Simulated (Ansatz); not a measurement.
## Ta under pressure: fit and missing row

Ta, Im-3m, a = 3.280 Å. Ansatz: PBEsol, PAW, 420 eV, Γ-centred 18×18×18 mesh on 1 atom, Gaussian smearing 0.10 eV; no spin polarisation. Cell and atoms are relaxed at each pressure, and no other structure is tried, so the rows at high pressure may lie past a change of phase.

```tsv
V (Å³/atom)	P (GPa)
?	40.00
16.270	20.00
16.890	10.00
17.243	5.06
17.483	2.01
17.652	-0.01
17.833	-2.08
```

Q: Take V0 = 17.652 Å³/atom, count pressures from its P0 = -0.01 GPa, fit the third-order Birch–Murnaghan form to the other rows, and predict the missing volume.

A: With the Eulerian strain f = ½[(V0/V)^(2/3) − 1] and y = (P − P0)/[3f(1 + 2f)^(5/2)], the form is the line y = B0 + 1.5 B0 (B0′ − 4) f. Rows (f, y): 0.02793, 208.5; 0.01493, 207.6; 0.00788, 206.2; 0.00322, 205.8; -0.00339, 207.0. Means f = 0.01011, y = 207.02; Σ(Δf)² = 0.0005755, ΣΔfΔy = 0.03967; the slope is their ratio. y = 206.3 + 68.94 f GPa, so B0 = 206.3 GPa and B0′ = 4 + 2 × (68.94)/(3 × 206.3) = 4.22. P = 40.00 GPa is met at f = 0.05008 (y = 209.75), so V = V0 (1 + 2f)^(−3/2) = 15.297 Å³/atom. The run gave 15.263 Å³/atom, so the fit is 0.034 Å³/atom too high, 1.3 % of the span of the series, against an rms of 0.001 Å³/atom on the fitted rows. The row lies outside the fitted range. A fourth-order term fitted to the same rows gives P = 41.82 GPa at this row's volume (the line 40.81, the run 40.00), no gain.

Spin–orbit coupling is left out, which can shift energies with elements as heavy as these.